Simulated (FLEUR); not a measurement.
# GaP (F-43m) in FLEUR: single point with PBEsol

Aim: the single point of GaP with PBEsol.

Everything below comes from runs of FLEUR MaX-R8.1 (later development tree). Logs are shortened: lines on timing, memory, paths and dates and some standing lists are left out, and cuts for length are marked.

**What was measured.**

“Stacking defects in GaP nanowires: Electronic structure and optical properties”, 2018, arxiv:1810.01194 quotes, for a bulk crystal of GaP at 10 K: band gap 2.34 eV (indirect).

The runs below are set against these values where they give the same quantity.

**1. The crystal as given**

The structure is cubic, space group F-43m (No. 216). Conventional cell: a = 5.451 Å, b = 5.451 Å, c = 5.451 Å, α = 90.00°, β = 90.00°, γ = 90.00°. Ga (site symmetry -43m) is surrounded by 4 P at 2.36 Å. P (site symmetry -43m) has 4 Ga at 2.36 Å as nearest neighbours.

**2. Single point, PBEsol**

Contents of inp.xml:

```xml
<?xml version="1.0" encoding="UTF-8" standalone="no"?>
<fleurInput fleurInputVersion="0.39">
   <comment>
      GaP                                                                                                 
   </comment>
   <calculationSetup>
      <cutoffs Kmax="5.21" Gmax="16.2" GmaxXC="16.2" numbands="0"/>
      <scfLoop itmax="60" minDistance="0.00001" maxIterBroyd="15" imix="Anderson" alpha="0.05" precondParam="0.0" spinf="2.0" sdNocoIR="T"/>
      <coreElectrons ctail="T" frcor="F" kcrel="0" coretail_lmax="0"/>
      <xcFunctional name="PBEs" relativisticCorrections="F"/>
      <magnetism jspins="1"/>
      <soc l_soc="F" theta="0.0" phi="0.0" spav="F"/>
      <expertModes spex="0" secvar="F"/>
      <geometryOptimization l_f="F" forcealpha="1.0" forcemix="BFGS" epsdisp="0.00001" epsforce="0.00001"/>
      <ldaU l_linMix="F" mixParam="0.05" spinf="1.0"/>
   </calculationSetup>
   <cell>
      <bzIntegration valenceElectrons="32.0" mode="hist" fermiSmearingEnergy="0.00183747">
         <kPointListSelection listName="default-1"/>
         <!-- k-points included here -->
         <xi:include xmlns:xi="http://www.w3.org/2001/XInclude" href="kpts.xml"> </xi:include>
      </bzIntegration>
      <!-- symmetry operations included here -->
      <xi:include xmlns:xi="http://www.w3.org/2001/XInclude" href="sym.xml"> </xi:include>
      <bulkLattice scale="1.0">
         <bravaisMatrix>
            <row-1>    0.0000000000000000     5.1499761210661497     5.1499761210661497</row-1>
            <row-2>    5.1499761210661497     0.0000000000000000     5.1499761210661497</row-2>
            <row-3>    5.1499761210661497     5.1499761210661497     0.0000000000000000</row-3>
         </bravaisMatrix>
      </bulkLattice>
   </cell>
   <atomSpecies>
      <species name="Gallium (Ga)" element="Ga" atomicNumber="31">
         <mtSphere radius="2.13" gridPoints="725" logIncrement="0.017"/>
         <atomicCutoffs lmax="9" lnonsphr="9"/>
         <electronConfig flipSpins="F">
            <coreConfig>(1s1/2) (2s1/2) (2p1/2) (2p3/2)</coreConfig>
            <valenceConfig>(3s1/2) (3p1/2) (3p3/2) (4s1/2) (3d3/2) (3d5/2) (4p1/2) (4p3/2)</valenceConfig>
            <stateOccupation state="(4p1/2)" spinUp="0.166667" spinDown="0.166667"/>
            <stateOccupation state="(4p3/2)" spinUp="0.333333" spinDown="0.333333"/>
         </electronConfig>
         <energyParameters s="4" p="4" d="3" f="4"/>
         <lo type="SCLO" l="0" n="3" eDeriv="0"/>
         <lo type="SCLO" l="1" n="3" eDeriv="0"/>
         <lo type="SCLO" l="1" n="3" eDeriv="1"/>
         <lo type="HELO" l="2" n="4" eDeriv="0"/>
         <lo type="HELO" l="2" n="4" eDeriv="1"/>
         <lo type="SCLO" l="3" n="4" eDeriv="2"/>
      </species>
      <species name="Phosphorous (P)" element="P" atomicNumber="15">
         <mtSphere radius="1.88" gridPoints="641" logIncrement="0.018"/>
         <atomicCutoffs lmax="8" lnonsphr="8"/>
         <electronConfig flipSpins="F">
            <coreConfig>(1s1/2) (2s1/2)</coreConfig>
            <valenceConfig>(2p1/2) (2p3/2) (3s1/2) (3p1/2) (3p3/2)</valenceConfig>
            <stateOccupation state="(3p1/2)" spinUp="0.500000" spinDown="0.500000"/>
            <stateOccupation state="(3p3/2)" spinUp="1.000000" spinDown="1.000000"/>
         </electronConfig>
         <energyParameters s="3" p="3" d="3" f="4"/>
         <lo type="SCLO" l="1" n="2" eDeriv="0"/>
         <lo type="SCLO" l="0" n="3" eDeriv="2"/>
         <lo type="SCLO" l="2" n="3" eDeriv="2"/>
         <lo type="SCLO" l="3" n="4" eDeriv="2"/>
      </species>
   </atomSpecies>
   <atomGroups>
      <atomGroup species="Gallium (Ga)">
         <relPos label="                   1">.0000000000 .0000000000 .0000000000</relPos>
         <force calculate="T" relaxXYZ="TTT"/>
      </atomGroup>
      <atomGroup species="Phosphorous (P)">
         <relPos label="                   2">-1.000/4.000 -1.000/4.000 -1.000/4.000</relPos>
         <force calculate="T" relaxXYZ="TTT"/>
      </atomGroup>
   </atomGroups>
   <output dos="F" band="F" slice="F">
      <checks vchk="F" cdinf="F"/>
      <bandDOS minEnergy="-.5*Htr" maxEnergy="0.5*Htr" sigma="0.015" storeEVData="T"/>
      <vacuumDOS vacdos="F" integ="F" star="F" nstars="0" locx1="0.0" locy1="0.0" locx2="0.0" locy2="0.0" nstm="0" tworkf="0.0"/>
      <unfoldingBand unfoldBand="F" supercellX="1" supercellY="1" supercellZ="1"/>
      <plotting iplot="0" polar="F">
         <plot TwoD="T" vec1="  1.0  0.0  0.0" vec2="  0.0  1.0  0.0" vec3="  0.0  0.0  1.0" zero="  0.0  0.0  0.0" file="plot"/>
      </plotting>
      <chargeDensitySlicing numkpt="0" minEigenval="0.0" maxEigenval="0.0" nnne="0" pallst="F"/>
      <specialOutput eonly="F"/>
      <moessbauerParams electricFieldGradient="T" isomerShift="T" coreHyperfine="T" valenceHyperfine="T"/>
      <magneticCircularDichroism mcd="F" energyLo="-10.0" energyUp="0.0"/>
   </output>
  <!-- We include the file relax.xml here to enable relaxations (see documentation) -->
  <xi:include xmlns:xi="http://www.w3.org/2001/XInclude" href="relax.xml"> <xi:fallback/> </xi:include>
</fleurInput>
```

Contents of crystal.txt:

```
GaP
&input cartesian=F /
0.0000000000  2.7252500000  2.7252500000
2.7252500000  0.0000000000  2.7252500000
2.7252500000  2.7252500000  0.0000000000
1.8897261246
1.0 1.0 1.0

2
31 0.0000000000  0.0000000000  0.0000000000
15 0.7500000000  0.7500000000  0.7500000000

&kpt div1=8 div2=8 div3=8 gamma=T /
```

Potentials or basis: all-electron, FLAPW.

On the command line:

```console
> inpgen -f crystal.txt -profile fastHighL
> # inp.xml edited to the form shown
> fleur_MPI
```

The log of the run:

```text
Welcome to FLEUR        (www.flapw.de)
      MaX-Release 8.1          (www.max-centre.eu)

 ========== k-point set info ==========
 Selected k-point list: default-1
 k-point list type: mesh
 8 x 8 x 8
 Number of k points: 29

 ------------Calculation Setup---------------------------
 Number of MPI-tasks      :            1
 Number of PE/node        :            1
 Number of OMP-threads    :            1
 Most efficient MPI parallelization for:
           1          29
 Additional eigenvalue parallelization possible
 Number of basis functions:          750
 Approximate size of matrices (H+S) per k-point:         0.017 GB
 --------------------------------------------------------
 Iteration:     1   Distance:       8.06287181 me/bohr^3
 Iteration:     2   Distance:       7.36247238 me/bohr^3
 Iteration:     3   Distance:       4.05648609 me/bohr^3
 Iteration:     4   Distance:       1.27328668 me/bohr^3
 Iteration:     5   Distance:       1.03386857 me/bohr^3
 Iteration:     6   Distance:       0.24204598 me/bohr^3
 Iteration:     7   Distance:       0.12492143 me/bohr^3
 Iteration:     8   Distance:       0.03028442 me/bohr^3
 Iteration:     9   Distance:       0.00648589 me/bohr^3
 Iteration:    10   Distance:       0.00296373 me/bohr^3
 Iteration:    11   Distance:       0.00049706 me/bohr^3
 Iteration:    12   Distance:       0.00040713 me/bohr^3
 Iteration:    13   Distance:       0.00009686 me/bohr^3
 Iteration:    14   Distance:       0.00000659 me/bohr^3

 ********************************************************************
 Run finished successfully
 Stop message:
   all done
 ********************************************************************
```

out.xml (last iteration):

```text
<iteration numberForCurrentRun="   14" overallNumber="   14">
         <energyParameters units="Htr">
            <atomicEP atomType="1" spin="1" branch="4s" branchLowest="-5.04" branchHighest="1.35" value="-0.0775791016"/>
            <atomicEP atomType="1" spin="1" branch="4p" branchLowest="-3.23" branchHighest="2.05" value="0.1021260824"/>
            <atomicEP atomType="1" spin="1" branch="3d" branchLowest="-9.99" branchHighest="-0.26" value="-0.3158780093"/>
            <atomicEP atomType="1" spin="1" branch="4f" branchLowest="-9.99" branchHighest="3.83" value="0.4442686014"/>
            <loAtomicEP atomType="1" spin="1" branch="3s" branchLowest="-45.95" branchHighest="-5.04" value="-5.0443828405"/>
            <loAtomicEP atomType="1" spin="1" branch="3p" branchLowest="-39.95" branchHighest="-3.23" value="-3.2416837351"/>
            <loAtomicEP atomType="1" spin="1" branch="3p" branchLowest="-39.95" branchHighest="-3.23" value="-3.2416837351"/>
            <heloAtomicEP atomType="1" spin="1" branch="4d" branchLowest="2.37" branchHighest="2.37" value="2.3747564333"/>
            <heloAtomicEP atomType="1" spin="1" branch="4d" branchLowest="2.37" branchHighest="2.37" value="2.3747564333"/>
            <loAtomicEP atomType="1" spin="1" branch="4f" branchLowest="-9.99" branchHighest="3.83" value="0.4442711085"/>
            <atomicEP atomType="2" spin="1" branch="3s" branchLowest="-5.94" branchHighest="1.33" value="-0.2830730801"/>
            <atomicEP atomType="2" spin="1" branch="3p" branchLowest="-4.13" branchHighest="1.87" value="-0.0796172685"/>
            <atomicEP atomType="2" spin="1" branch="3d" branchLowest="-9.99" branchHighest="2.28" value="0.1201542238"/>
            <atomicEP atomType="2" spin="1" branch="4f" branchLowest="-9.99" branchHighest="5.14" value="0.2858697911"/>
            <loAtomicEP atomType="2" spin="1" branch="2p" branchLowest="-9.99" branchHighest="-4.13" value="-4.1313995360"/>
            <loAtomicEP atomType="2" spin="1" branch="3s" branchLowest="-5.94" branchHighest="1.33" value="-0.2830730801"/>
            <loAtomicEP atomType="2" spin="1" branch="3d" branchLowest="-9.99" branchHighest="2.28" value="0.1201551248"/>
            <loAtomicEP atomType="2" spin="1" branch="4f" branchLowest="-9.99" branchHighest="5.14" value="0.2858736289"/>
         </energyParameters>
         <eigenvalues>
            <eigenvaluesAt spin="1" ikpt="1" k_x="0.00000000" k_y="0.00000000" k_z="0.00000000">
                      -5.0443794848       -4.1312695240       -4.1312695240       -4.1312695240       -3.2399878425
                      -3.2399878425       -3.2399878425       -0.3241017799       -0.3241017799       -0.3241017799
                      -0.3204363499       -0.3204363499       -0.2496179078        0.2104847008        0.2104847008
                       0.2104847008        0.2746915542        0.3509660570        0.3509660570        0.3509660570
                       0.5260341829        0.5665880804        0.5665880804        0.6618879422        0.6618879422
            </eigenvaluesAt>
            <eigenvaluesAt spin="1" ikpt="2" k_x="0.00000000" k_y="0.00000000" k_z="0.12500000">
                      -5.0443794707       -4.1312696867       -4.1312694560       -4.1312694560       -3.2399881341
                      -3.2399878571       -3.2399878571       -0.3246115285       -0.3239275082       -0.3239275082
                      -0.3204378108       -0.3204378108       -0.2421362354        0.1497782932        0.2019177909
                       0.2019177909        0.2980436790        0.3639259035        0.3639259035        0.3718441302
                       0.5432419020        0.5432419020        0.5597055856        0.6370443842        0.7109777511
            </eigenvaluesAt>
            <eigenvaluesAt spin="1" ikpt="3" k_x="0.00000000" k_y="0.00000000" k_z="0.25000000">
                      -5.0443794416       -4.1312694087       -4.1312694087       -4.1312692771       -3.2399887011
                      -3.2399879489       -3.2399879489       -0.3257285478       -0.3235567744       -0.3235567744
                      -0.3203897763       -0.3203897763       -0.2209197377        0.0667446182        0.1858618805
[... 17 lines left out ...]
               <mtCharge atomType="2" total="8.4057832" s="0.9648481" p="7.4061835" d="0.0322002" f="0.0020242"/>
            </mtCharges>
            <spinDependentCharge spin="1" total="32.0000000" interstitial="4.4433910" mtSpheres="27.5566090"/>
            <totalCharge value="32.0000000000"/>
         </valenceDensity>
         <coreStates atomType="     1" atomicNumber=" 31" spin="1" kinEnergy="   1693.8266437997" eigValSum="  -1081.9659452788" lostElectrons=" 0.000000">
            <state n="1" l="0" j="0.5" energy="-375.1358366961" weight="1.0000000000"/>
            <state n="2" l="0" j="0.5" energy="-45.9482183354" weight="1.0000000000"/>
            <state n="2" l="1" j="0.5" energy="-40.6429618252" weight="1.0000000000"/>
            <state n="2" l="1" j="1.5" energy="-39.6279778914" weight="2.0000000000"/>
         </coreStates>
         <coreStates atomType="     2" atomicNumber=" 15" spin="1" kinEnergy="    244.9735979006" eigValSum="   -163.8843383360" lostElectrons=" 0.000235">
            <state n="1" l="0" j="0.5" energy="-76.0005783309" weight="1.0000000000"/>
            <state n="2" l="0" j="0.5" energy="-5.9415908372" weight="1.0000000000"/>
         </coreStates>
         <allElectronCharges>
            <spinDependentCharge spin="1" total="46.0000000" interstitial="4.4436260" mtSpheres="41.5563740"/>
            <totalCharge value="45.9999999978"/>
         </allElectronCharges>
         <moessbauerParams unitsHFF="kG" unitsIS="e/bohr^3" unitsEFG="Htr/bohr^2">
            <coreIsomerShift atomType="1" isTotal="27949.34513">
               <shell n="1" l="0" isomerShift="25400.33562"/>
               <shell n="2" l="0" isomerShift="2528.33509"/>
               <shell n="2" l="1" isomerShift="20.67442"/>
            </coreIsomerShift>
            <coreIsomerShift atomType="2" isTotal="2368.35450">
               <shell n="1" l="0" isomerShift="2205.93186"/>
               <shell n="2" l="0" isomerShift="162.42265"/>
            </coreIsomerShift>
            <isomerShift atomType="1" nucleusRadius="0.0000972" averageDensity="28348.60294"/>
            <isomerShift atomType="2" nucleusRadius="0.0000742" averageDensity="2380.81955"/>
            <electricFieldGradient atomType="1" VXX="0.00000" VYY="0.00000" VZZ="0.00000" asymParam="0.00000">
            </electricFieldGradient>
            <electricFieldGradient atomType="2" VXX="0.00000" VYY="0.00000" VZZ="0.00000" asymParam="0.00000">
            </electricFieldGradient>
         </moessbauerParams>
         <totalEnergy                                    value="    -2284.2063118101" units="Htr">
            <sumOfEigenvalues                            value="    -1303.2183599232">
               <coreElectrons value="-1245.8502836149"/>
               <valenceElectrons value="-57.3680763084"/>
            </sumOfEigenvalues>
            <densityCoulombPotentialIntegral value="-3499.5571972808"/>
            <densityEffectivePotentialIntegral value="-3626.3969922787"/>
            <chargeDenXCDenIntegral value="-96.8259566315"/>
            <FockExchangeEnergyValence value="0.0000000000"/>
            <FockExchangeEnergyCore value="0.0000000000"/>
            <atomTypeDependentContributions atomType="1">
               <electronNucleiInteractionDifferentMTs value="2335.0832384862"/>
               <MadelungTerm value="-15.0213588700"/>
            </atomTypeDependentContributions>
            <atomTypeDependentContributions atomType="2">
               <electronNucleiInteractionDifferentMTs value="400.4380919142"/>
               <MadelungTerm value="-10.2376996232"/>
            </atomTypeDependentContributions>
            <tkbTimesEntropy value="0.0000000000"/>
            <freeEnergy value="-2284.2063118101"/>
            <extrapolationTo0K value="-2284.2063118101"/>
         </totalEnergy>
         <densityConvergence units="me/bohr^3">
            <chargeDensity spin="1" distance="0.0000065890"/>
         </densityConvergence>
      </iteration>
```

Wall time 2.9 min (1 thread of Arm Neoverse V1, shared host); peak memory 0.08 GiB.

What came out:

| Item | Value |
| --- | --- |
| Free energy | -62156.4202 eV |
| Band gap on the k mesh | 1.52 eV, indirect (least direct gap 1.75 eV) |
| Valence electrons inside the program's atomic spheres | Ga 19.15; P 8.41 (radii Ga 2.13, P 1.88 bohr) |

Levels at points of the mesh, in eV from the valence-band top:
```tsv
k point	band 14	band 15	band 16	band 17	band 18	band 19
(0.00, 0.00, 0.00)	0.00	0.00	0.00	1.75	3.82	3.82
(0.00, 0.00, 0.50)	-6.69	-1.13	-1.13	1.59	4.64	4.64
(0.00, 0.50, 0.50)	-6.80	-2.71	-2.71	1.52	1.72	10.53
```

Core levels (eV from the Fermi level):
| atom | levels |
| --- | --- |
| 1 Ga | 1s1/2 -10213.7, 2s1/2 -1256.0, 2p1/2 -1111.7, 2p3/2 -1084.1 |
| 2 P | 1s1/2 -2073.8, 2s1/2 -167.4 |

**3. Against experiment**

Step 2. Against the measured gap of GaP, 2.34 eV (indirect; 10 K; quoted in “Stacking defects in GaP nanowires: Electronic structure and optical properties”, 2018, arxiv:1810.01194), the calculated 1.52 eV is off by -0.82 eV. Spin-orbit coupling on Ga is left out. The value is that of PBEsol on a finite k mesh, which can miss the band edges, without temperature or zero-point motion. Semilocal functionals fall short of measured gaps as a rule.
